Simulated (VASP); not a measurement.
# Nb in VASP: relaxation of the atoms with PBE

Aim: the relaxation of the atoms of Nb with PBE.

Program: VASP 6.6.1. These are calculated values, not measurements. Logs are shortened: lines on timing, memory, paths and dates and some standing lists are left out, and cuts for length are marked.

### 1 Starting point

The cell holds a slab with vacuum, 4 atoms: a = 2.866 Å, b = 2.866 Å, c = 28.680 Å, α = 90.00°, β = 90.00°, γ = 109.47°.

The cell was built by a generator and needn't be a form met in nature.

### 2 Relaxation of the atoms, PBE

The input, INCAR:

```
  ALGO = Normal
  DIPOL = 0.5 0.5 0.500
  EDIFF = 1E-6
  EDIFFG = -0.02
  ENCUT = 520
  GGA = PE
  IBRION = 2
  IDIPOL = 3
  ISIF = 2
  ISMEAR = 1
  LASPH = True
  LCHARG = False
  LDIPOL = True
  LREAL = False
  LWAVE = False
  NELM = 120
  NSW = 90
  PREC = Accurate
  SIGMA = 0.1
```

The input, KPOINTS:

```
k-points
0
Gamma
  12 12 1
```

The input, POSCAR:

```
Nb
1.0
    2.8655568500      0.0000000000      0.0000000000
   -0.9551856200      2.7016728600      0.0000000000
    0.0000000000      0.0000000000     28.6800156200
Nb
4
Selective dynamics
Direct
    0.0000000000      0.0000000000      0.3776302200  F F F
    0.5000000000      0.5000000000      0.4592089000  T T T
    0.0000000000      0.0000000000      0.5407911000  T T T
    0.5000000000      0.5000000000      0.6223697800  T T T
```

Potentials or basis: VASP PAW PBE potentials, release 64 (Nb_sv).

Command:

```console
$ cat potpaw_PBE.64/Nb_sv/POTCAR > POTCAR
$ mpirun -np 1 vasp_std > vasp.out
```

OUTCAR:

```text
EDIFF = 1E-6
   EDIFFG = -0.02
   ENCUT = 520
   GGA = PE
   IBRION = 2
   ISIF = 2
   ISMEAR = 1
   LASPH = True
   LREAL = False
   NELM = 120
   NSW = 90
   PREC = Accurate

 ion  position               nearest neighbor table
   1  0.000  0.000  0.378-   2 2.87   2 2.87
   2  0.500  0.500  0.459-   1 2.87   1 2.87   3 2.87   3 2.87
   3  0.000  0.000  0.541-   4 2.87   4 2.87   2 2.87   2 2.87
   4  0.500  0.500  0.622-   3 2.87   3 2.87

  LATTYP: Found a base centered orthorhombic cell.
 ALAT       =     3.3088599969
 B/A-ratio  =     1.4142135723
 C/A-ratio  =     8.6676425256

  Lattice vectors:

 A1 = (   2.8655568500,   0.0000000000,   0.0000000000)
 A2 = (  -0.9551856200,   2.7016728600,   0.0000000000)
 A3 = (   0.0000000000,   0.0000000000,  28.6800156200)

Analysis of symmetry for initial positions (statically):
=====================================================================
 Subroutine PRICEL returns:
 Original cell was already a primitive cell.

 Routine SETGRP: Setting up the symmetry group for a
 base centered orthorhombic supercell.

 Subroutine GETGRP returns: Found  8 space group operations
 (whereof  4 operations were pure point group operations)
 out of a pool of  8 trial point group operations.

The static configuration has the point symmetry C_2v.
 The point group associated with its full space group is D_2h.

Analysis of symmetry for dynamics (positions and initial velocities):
=====================================================================
 Subroutine PRICEL returns:
 Original cell was already a primitive cell.

 Routine SETGRP: Setting up the symmetry group for a
 base centered orthorhombic supercell.

 Subroutine GETGRP returns: Found  8 space group operations
 (whereof  4 operations were pure point group operations)
 out of a pool of  8 trial point group operations.

The dynamic configuration has the point symmetry C_2v.
 The point group associated with its full space group is D_2h.

Analysis of constrained symmetry for selective dynamics:
=====================================================================
 Subroutine PRICEL returns:
 Original cell was already a primitive cell.

 Routine SETGRP: Setting up the symmetry group for a
 base centered orthorhombic supercell.

 Subroutine GETGRP returns: Found  4 space group operations
 (whereof  4 operations were pure point group operations)
 out of a pool of  8 trial point group operations.

The constrained configuration has the point symmetry C_2v.

 Subroutine INISYM returns: Found  4 space group operations
 (whereof  4 operations are pure point group operations),
 and found     1 'primitive' translations

----------------------------------------------------------------------------------------

                                     Primitive cell

  volume of cell :     222.0349

  direct lattice vectors                    reciprocal lattice vectors
     2.865556850  0.000000000  0.000000000     0.348972312  0.123380347  0.000000000
    -0.955185620  2.701672860  0.000000000     0.000000000  0.370141039  0.000000000
     0.000000000  0.000000000 28.680015620     0.000000000  0.000000000  0.034867484

  length of vectors
     2.865556850  2.865556806 28.680015620     0.370141034  0.370141039  0.034867484

  position of ions in fractional coordinates (direct lattice)
     0.000000000  0.000000000  0.377630220
     0.500000000  0.500000000  0.459208900
     0.000000000  0.000000000  0.540791100
     0.500000000  0.500000000  0.622369780

  ion indices of the primitive-cell ions
   primitive index   ion index
                 1           1
                 2           2
                 3           3
                 4           4

----------------------------------------------------------------------------------------

 KPOINTS: k-points

[... 47 lines left out ...]
 -0.416667  0.166667  0.000000      4.000000
 [... further k-points ...]
   k-points           NKPTS =     43   k-points in BZ     NKDIM =     43   number of bands    NBANDS=     31
   number of dos      NEDOS =    301   number of ions     NIONS =      4
   total plane-waves  NPLWV = 124416
   dimension x,y,z NGX =    24 NGY =   24 NGZ =  216
   dimension x,y,z NGXF=    48 NGYF=   48 NGZF=  432
   ions per type =               4
   NGX,Y,Z   is equivalent  to a cutoff of  13.92, 13.92, 12.52 a.u.
   NGXF,Y,Z  is equivalent  to a cutoff of  27.85, 27.85, 25.04 a.u.
 SYSTEM =  unknown system
   PREC   = accura    normal or accurate (medium, high low for compatibility)
   ISTART =      0    job   : 0-new  1-cont  2-samecut
   ICHARG =      2    charge: 1-file 2-atom 10-const
   ISPIN  =      1    spin polarized calculation?
   LNONCOLLINEAR =      F non collinear calculations
   LSORBIT =      F    spin-orbit coupling
   LASPH  =      T    aspherical Exc in radial PAW
   ENCUT  =  520.0 eV  38.22 Ry    6.18 a.u.   5.33  5.33 53.33*2*pi/ulx,y,z
   NELM   =    120;   NELMIN=  2; NELMDL= -5     # of ELM steps
   EDIFF  = 0.1E-05   stopping-criterion for ELM
   LREAL  =      F    real-space projection
   EDIFFG = -.2E-01   stopping-criterion for IOM
   NSW    =     90    number of steps for IOM
   IBRION =      2    ionic relax: 0-MD 1-quasi-New 2-CG
   NFREE  =      1    steps in history (QN), initial steepest desc. (CG)
   ISIF   =      2    stress and relaxation
   ISYM   =      2    0-nonsym 1-usesym 2-fastsym
   POTIM  = 0.5000    time-step for ionic-motion
   TEBEG  =    0.0;   TEEND  =   0.0 temperature during run
   PSTRESS=    0.0 pullay stress
   NELECT =      52.0000    total number of electrons
   NUPDOWN=      -1.0000    fix difference up-down
   EMIN   =  10.00;   EMAX   =-10.00  energy-range for DOS
   EFERMI =   0.00;   METHOD = LEGACY
   ISMEAR =     1;   SIGMA  =   0.10  broadening in eV -4-tet -1-fermi 0-gaus
   EFERMI_NEDOS =   21; number of points for ismear=-14 and -15
   IALGO  =     38    algorithm
   IMIX   =      4    mixing-type and parameters
     AMIX     =   0.40;   BMIX     =  1.00
     AMIX_MAG =   1.60;   BMIX_MAG =  1.00
  volume/ion in A,a.u.               =      55.51       374.59
  Fermi-wavevector in a.u.,A,eV,Ry     =   1.009103  1.906928 13.854665  1.018289
  Thomas-Fermi vector in A             =   2.142011
   LORBIT       =      0    0 simple, 1 ext, 2 COOP (PROOUT), +10 PAW based schemes
   GGA     = PE    functional components
   LHFCALC =     F    Hartree Fock is set to
   AEXX    =    0.0000 exact exchange contribution
   IVDW    =     0    specifies the selected vdW correction
   LEPSILON=     F    determine dielectric tensor
   LRPA    =     F    only Hartree local field effects (RPA)
 conjugate gradient relaxation of ions
 non-spin polarized calculation
 Methfessel and Paxton  Order N= 1 SIGMA  =   0.10
  energy-cutoff  :      520.00
  volume of cell :      222.03
 maximum number of plane-waves:      6015
 NGX is ok and might be reduce to    24
   NGX = 11   NGY = 11   NGZ =107

--------------------------------------- Ionic step        1  -------------------------------------------

 number of electron      52.0000000 magnetization

 Free energy of the ion-electron system (eV)
  ---------------------------------------------------
  ext. energy  EPLUGINS =         0.00000000
  ---------------------------------------------------
  free energy    TOTEN  =       -38.83291041 eV

  energy without entropy =      -38.83299043  energy(sigma->0) =      -38.83293708

------------------------ aborting loop because EDIFF is reached ----------------------------------------

  FORCE on cell =-STRESS in cart. coord.  units (eV):
  Direction    XX          YY          ZZ          XY          YZ          ZX
  --------------------------------------------------------------------------------------
  -------------------------------------------------------------------------------------
  Total       -4.6810495     -4.1644992     -2.0224322      0.7305121      0.0000000      0.0000000
  in kB      -33.7778996    -30.0505343    -14.5936317      5.2712890      0.0000000      0.0000000
  external PRESSURE =     -26.1406885 kB  Pullay stress =       0.0000000 kB
[... 95 lines left out ...]
  FREE ENERGIE OF THE ION-ELECTRON SYSTEM (eV)
  ---------------------------------------------------
  free  energy   TOTEN  =       -38.8581429211 eV

  energy  without entropy=      -38.8593266988  energy(sigma->0) =      -38.85853751

 vacuum level on the upper side and lower side of the slab       (xc-potential included)        -0.024         0.007

[... ionic steps 4 to 9 ...]

--------------------------------------- Ionic step       10  -------------------------------------------

 number of electron      52.0000000 magnetization

------------------------ aborting loop because EDIFF is reached ----------------------------------------
[... 65 lines left out ...]
  FREE ENERGIE OF THE ION-ELECTRON SYSTEM (eV)
  ---------------------------------------------------
  free  energy   TOTEN  =       -38.8818580362 eV

  energy  without entropy=      -38.8847584163  energy(sigma->0) =      -38.88282483

 dipolmoment           0.000000      0.000000     -0.000366 electrons x Angstroem

--------------------------------------- Ionic step       12  -------------------------------------------

 number of electron      52.0000000 magnetization

 dipolmoment           0.000000      0.000000      0.000030 electrons x Angstroem

 Free energy of the ion-electron system (eV)
  ---------------------------------------------------
  ext. energy  EPLUGINS =         0.00000000
  ---------------------------------------------------
  free energy    TOTEN  =       -38.88229755 eV

  energy without entropy =      -38.88507670  energy(sigma->0) =      -38.88322394

 E-fermi :   0.7361     XC(G=0):  -4.7627

 val. band max:        0.7232394793   @ k =   0.1667  -0.0000   0.0000
 cond. band min:       0.7741635042   @ k =   0.0833   0.0833   0.0000
 fundamental gap:      0.0509240249
 Fermi energy:         0.7361027581

 k-point     1 :       0.0000    0.0000    0.0000
  band No.  band energies     occupation
      1     -53.8604      2.00000
      2     -53.8531      2.00000
      3     -53.5700      2.00000
      4     -53.4643      2.00000
      5     -30.3850      2.00000
      6     -30.1800      2.00000
[... 805 lines left out ...]
     30       2.6352     -0.00000
     31       3.1368      0.00000

 [... further k-points ...]

------------------------ aborting loop because EDIFF is reached ----------------------------------------

 vacuum level on the upper side and lower side of the slab       (xc-potential included)        -0.007        -0.007

  FORCE on cell =-STRESS in cart. coord.  units (eV):
  Direction    XX          YY          ZZ          XY          YZ          ZX
  --------------------------------------------------------------------------------------
  -------------------------------------------------------------------------------------
  Total       -2.6998304     -2.2338489     -0.0563544      0.6589972      0.0000000      0.0000000
  in kB      -19.4816571    -16.1191897     -0.4066464      4.7552462      0.0000000      0.0000000
  external PRESSURE =     -12.0024977 kB  Pullay stress =       0.0000000 kB
[... 19 lines left out ...]
  FREE ENERGIE OF THE ION-ELECTRON SYSTEM (eV)
  ---------------------------------------------------
  free  energy   TOTEN  =       -38.8822975513 eV

  energy  without entropy=      -38.8850767034  energy(sigma->0) =      -38.88322394

 reached required accuracy - stopping structural energy minimisation

 vacuum level on the upper side and lower side of the slab         5.221         5.220
```

It took 32 min on 1 thread of Intel Xeon 6975P-C (Granite Rapids), shared host; peak memory 0.49 GiB.

What came out:

```yaml
Free_energy: -38.8823 eV
Energy_gained_by_relaxing: 12.3 meV/atom
Ionic_steps: 12
Band_gap_on_the_k_mesh: none (metal or under the smearing width)
```

Step by step:
```tsv
step	energy change (eV)	largest force (eV/Å)	pressure (GPa)
1	0.0000	0.4037	-2.61
2	-0.0168	0.3691	-2.49
3	-0.0252	0.3251	-2.27
4	-0.0253	0.3283	-2.29
5	-0.0279	0.3105	-2.22
6	-0.0349	0.2584	-2.03
7	-0.0450	0.1398	-1.64
8	-0.0467	0.1399	-0.83
9	-0.0493	0.0354	-1.21
10	-0.0493	0.0350	-1.19
11	-0.0489	0.0809	-1.23
12	-0.0494	0.0050	-1.20
```

Final structure:
```xyz
4
Lattice="2.8656 0.0000 0.0000 -0.9552 2.7017 0.0000 0.0000 0.0000 28.6800" Properties=species:S:1:pos:R:3 pbc="T T T"
Nb    0.0000    0.0000   10.8304
Nb    0.9552    1.3508   13.0564
Nb    0.0000    0.0000   15.4144
Nb    0.9552    1.3508   17.6414
```

Levels at points of the mesh, in eV from the Fermi level:
| k point | band 24 | band 25 | band 26 | band 27 | band 28 | band 29 |
| --- | --- | --- | --- | --- | --- | --- |
| (0.00, 0.00, 0.00) | -0.47 | -0.26 | 0.16 | 0.24 | 0.51 | 0.86 |
| (0.50, 0.00, 0.00) | -1.37 | 0.18 | 0.18 | 1.67 | 1.67 | 2.84 |
| (0.50, 0.50, 0.00) | -0.64 | -0.26 | 1.60 | 1.90 | 2.16 | 2.28 |
